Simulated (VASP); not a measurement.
# VASP 6.6.1 run: CaSe

INCAR

```
NSW = 0
GGA = PE
NELM = 120
ISIF = 2
ISMEAR = -1
LREAL = .FALSE.
LASPH = .TRUE.
LWAVE = .FALSE.
MAXMIX = 40
IBRION = -1
PREC = Accurate
SIGMA = 0.02
ENCUT = 400
EDIFF = 1E-7
NBANDS = 40
LCHARG = .FALSE.
```

KPOINTS

```
KPOINTS created by Atomic Simulation Environment
0
Gamma
6 6 4
0 0 0
```

POSCAR

```
Ca Se
 1.0000000000000000
     4.9305127248235374    0.0000000000000000    0.0000000000000000
    -2.4652563624117687    4.2699492733796163    0.0000000000000000
     0.0000000000000000    0.0000000000000000    5.9029341788999998
 Ca  Se
   2   2
Cartesian
 -0.0000000000000001  2.8466328489197434 -0.3689333861812497
  2.4652563624117687  1.4233164244598717  2.5825337032687501
 -0.0000000000000001  2.8466328489197434  2.5825337032687501
  2.4652563624117687  1.4233164244598717  5.5340007927187500
```

The recommended PBE PAW datasets give the neutral cell 32 valence electrons.

Command

```
mpirun -np 1 vasp_std
```

OSZICAR

```
N       E                     dE             d eps       ncg     rms          rms(c)
DAV:   1     0.250685926516E+03    0.25069E+03   -0.11950E+04  1696   0.593E+02
DAV:   2    -0.189061624561E+01   -0.25258E+03   -0.23974E+03  1888   0.206E+02
DAV:   3    -0.181907646570E+02   -0.16300E+02   -0.16042E+02  2632   0.451E+01
DAV:   4    -0.191093045211E+02   -0.91854E+00   -0.91118E+00  2312   0.817E+00
DAV:   5    -0.191251472065E+02   -0.15843E-01   -0.15843E-01  2248   0.964E-01    0.610E+00
DAV:   6    -0.185390008391E+02    0.58615E+00   -0.38690E-01  1864   0.203E+00    0.356E+00
DAV:   7    -0.184521471162E+02    0.86854E-01   -0.27204E-01  2032   0.181E+00    0.132E+00
DAV:   8    -0.184663665690E+02   -0.14219E-01   -0.34625E-02  1968   0.819E-01    0.275E-01
DAV:   9    -0.184665976270E+02   -0.23106E-03   -0.18219E-03  1944   0.265E-01    0.120E-01
DAV:  10    -0.184687292131E+02   -0.21316E-02   -0.17806E-03  1856   0.125E-01    0.467E-02
DAV:  11    -0.184689019873E+02   -0.17277E-03   -0.22809E-04  2032   0.504E-02    0.216E-02
DAV:  12    -0.184689149454E+02   -0.12958E-04   -0.18784E-05  1960   0.143E-02    0.466E-03
DAV:  13    -0.184689218089E+02   -0.68635E-05   -0.95935E-06  2000   0.879E-03    0.374E-03
DAV:  14    -0.184689219336E+02   -0.12472E-06   -0.28819E-07  1936   0.161E-03    0.777E-04
DAV:  15    -0.184689220087E+02   -0.75088E-07   -0.14704E-08  1408   0.471E-04
   1 F= -.18468922E+02 E0= -.18468922E+02  d E =-.774783E-13
```

Standard output (part)

```
POSCAR found type information on POSCAR CaSe
 POSCAR found :  2 types and       4 ions
 LDA part: xc-table for (Slater+PW92), standard interpolation
 POSCAR, INCAR and KPOINTS ok, starting setup
 WAVECAR not read
 entering main loop
```

From OUTCAR

```
k-points           NKPTS =     21   k-points in BZ     NKDIM =     21   number of bands    NBANDS=     40

   NELECT =      32.0000    total number of electrons

   dimension x,y,z NGX =    32 NGY =   32 NGZ =   40
   dimension x,y,z NGXF=    64 NGYF=   64 NGZF=   80

  energy-cutoff  :      400.00
  volume of cell :      124.27
      direct lattice vectors                 reciprocal lattice vectors
     4.930512725  0.000000000  0.000000000     0.202818663  0.117097410  0.000000000
    -2.465256362  4.269949273  0.000000000     0.000000000  0.234194820  0.000000000
     0.000000000  0.000000000  5.902934179     0.000000000  0.000000000  0.169407276

 k-points in reciprocal lattice and weights: KPOINTS created by Atomic Simulation Env
   0.00000000  0.00000000  0.00000000       0.007
   0.16666667  0.00000000  0.00000000       0.042
   0.33333333 -0.00000000  0.00000000       0.042
   0.50000000  0.00000000  0.00000000       0.021
   0.16666667  0.16666667  0.00000000       0.042
   0.33333333  0.16666667  0.00000000       0.083
   0.33333333  0.33333333  0.00000000       0.014
   0.00000000  0.00000000  0.25000000       0.014
   ...

 E-fermi :   1.8425

 k-point     1 :       0.0000    0.0000    0.0000
  band No.  band energies     occupation
      1     -38.4936      2.00000
      2     -38.4845      2.00000
      3     -19.5513      2.00000
      4     -19.5507      2.00000
      5     -19.5507      2.00000
      6     -19.5206      2.00000
      7     -19.5206      2.00000
      8     -19.4707      2.00000
      9     -10.2777      2.00000
     10      -9.7673      2.00000
     11      -0.8967      2.00000
     12      -0.2677      2.00000
     13      -0.2677      2.00000
     14       0.1989      2.00000
     15       0.1989      2.00000
     16       1.3372      2.00000
     17       3.9742      0.00000
     18       4.9101      0.00000
     19       4.9101      0.00000
     20       5.6283      0.00000
     21       6.3225      0.00000
     22       6.6803      0.00000
     23       6.6803      0.00000
     24       7.2861      0.00000
     25       7.4199      0.00000
     26       7.4199      0.00000
     27       7.7190      0.00000
     28       7.7190      0.00000
     29       9.6492      0.00000
     30       9.6492      0.00000
     31       9.9642      0.00000
     32      10.5213      0.00000
     33      10.5213      0.00000
     34      11.9107      0.00000
     35      12.0296      0.00000
     36      12.0296      0.00000
     37      13.1580      0.00000
     38      13.1580      0.00000
     39      13.8136      0.00000
     40      16.1343      0.00000

 ...

  Total        1.6445928      1.6445928      0.4906855     -0.0000000     -0.0000000     -0.0000000
  in kB       21.2024582     21.2024582      6.3260270     -0.0000000     -0.0000000     -0.0000000
  external PRESSURE =      16.2436478 kB  Pullay stress =       0.0000000 kB

 POSITION                                       TOTAL-FORCE (eV/Angst)
 -----------------------------------------------------------------------------------
      0.00000      2.84663      5.53400         0.000000     -0.000000     -0.000000
      2.46526      1.42332      2.58253        -0.000000      0.000000      0.000000
      0.00000      2.84663      2.58253        -0.000000     -0.000000      0.000000
      2.46526      1.42332      5.53400         0.000000     -0.000000     -0.000000
 -----------------------------------------------------------------------------------
    total drift:                                0.000000     -0.000000     -0.000000

  FREE ENERGIE OF THE ION-ELECTRON SYSTEM (eV)
  ---------------------------------------------------
  free  energy   TOTEN  =       -18.4689220087 eV

  energy  without entropy=      -18.4689220087  energy(sigma->0) =      -18.46892201
```

It converged. Results: gap between bands v and c on the k mesh 2.39 eV; least direct gap on the k mesh 2.64 eV; pressure 1.6 GPa. Band v is the last that the valence electrons fill when counted band by band, and c is the next.

For comparison, a separate PBE run of the intended cell, on usual settings and not on those above, gives a gap of 2.39 eV on its mesh and a pressure of 1.6 GPa.

The run above took about 60 s on one core of a shared host (Intel Xeon Platinum 8488C) and held 0.21 GiB at most.
